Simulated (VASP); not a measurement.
A run of VASP 6.6.1 is set up as follows.

File INCAR:

```
PREC     = Accurate       # precision mode
ENCUT    = 520            # plane-wave cutoff, eV
EDIFF    = 1E-6           # SCF threshold, eV
ISMEAR   = 1              # smearing method
SIGMA    = 0.1            # smearing width, eV
LREAL    = F              # projectors in reciprocal space
LASPH    = T              # aspherical terms in the spheres
NELM     = 150            # most SCF steps
ALGO     = Normal         # electronic algorithm
ISIF     = 2              # what is computed and relaxed
LWAVE    = F              # write WAVECAR
LCHARG   = F              # write CHGCAR
ISPIN    = 2              # spin polarisation
MAGMOM   = 4 4 4 4 0 0 0 0 0 0 # initial moments
LORBIT   = 11             # projections on sites
LMAXMIX  = 4              # l up to which the mixer works
LDAU     = T              # DFT+U
LDAUTYPE = 2            
LDAUL    = 2 -1           # shell
LDAUU    = 5.3 0          # U, eV
LDAUJ    = 0 0          
LDAUPRINT= 1            
GGA      = CA             # functional
NBANDS   = 49             # bands
AMIX     = 0.2          
BMIX     = 1E-4         
AMIX_MAG = 0.8          
BMIX_MAG = 1E-4         
ICORELEVEL= 1            
KPAR     = 4
```

The input KPOINTS:

```
regular mesh
0
Gamma
  9 9 9
```

The input POSCAR:

```
Fe2O3                                   
1.0
    2.4966489043      1.4414409189      4.5058223767
   -2.4966489043      1.4414409189      4.5058223767
    0.0000000000     -2.8828818377      4.5058223767
  Fe              O             
     4     6
Direct
     0.3529103734928540    0.3529103734928540    0.3529103734928540
     0.1470896265071460    0.1470896265071460    0.1470896265071460
     0.6470896265071460    0.6470896265071460    0.6470896265071460
     0.8529103734928540    0.8529103734928540    0.8529103734928540
     0.5544324623407064    0.9455675376592936    0.2500000000000000
     0.2500000000000213    0.5544324623407206    0.9455675376592581
     0.9455675376592794    0.2499999999999787    0.5544324623407419
     0.4455675376592936    0.0544324623407064    0.7500000000000000
     0.7499999999999787    0.4455675376592794    0.0544324623407419
     0.0544324623407206    0.7500000000000213    0.4455675376592581
```

File KPOINTS_OPT:

```
explicit points
188
Reciprocal
 0.0000000000  0.0000000000  0.0000000000 1
 0.0263157895  0.0000000000  0.0000000000 1
 0.0526315789  0.0000000000  0.0000000000 1
 0.0789473684  0.0000000000  0.0000000000 1
 0.1052631579  0.0000000000  0.0000000000 1
 0.1315789474  0.0000000000  0.0000000000 1
[... 180 lines left out ...]
 0.6332115686  0.6332115686  0.2335768628 1
 0.6332115686  0.3667884314  0.0000000000 1
```

Potentials or basis: VASP PAW LDA potentials, release 64 (Fe, O).

Launch:

```sh
$ cat potpaw_LDA.64/Fe/POTCAR potpaw_LDA.64/O/POTCAR > POTCAR
$ mpirun -np 4 vasp_std > vasp.out
```

Estimate the net moment.

20.00 μB per cell.

Estimate the largest force.

0.007 eV/Å.

What does it give for the pressure?

0.4 GPa.

Predict the band gap along the path.

1.18 eV, indirect (least direct gap 1.40 eV).

Core levels (eV, on the scale of the bands):
```csv
atom,levels
1 Fe,"1s -6956.0, 2s -807.7, 2p -688.7, 3s -84.0, 3p -50.5"
2 Fe,"1s -6956.0, 2s -807.7, 2p -688.7, 3s -84.0, 3p -50.5"
3 Fe,"1s -6956.0, 2s -807.7, 2p -688.7, 3s -84.0, 3p -50.5"
4 Fe,"1s -6956.0, 2s -807.7, 2p -688.7, 3s -84.0, 3p -50.5"
5 O,1s -496.4
6 O,1s -496.4
```

Caveat: only a ferromagnetic start was run, and an antiferromagnetic order may lie lower in energy. The state reached can hang on the start; a lower one may exist.
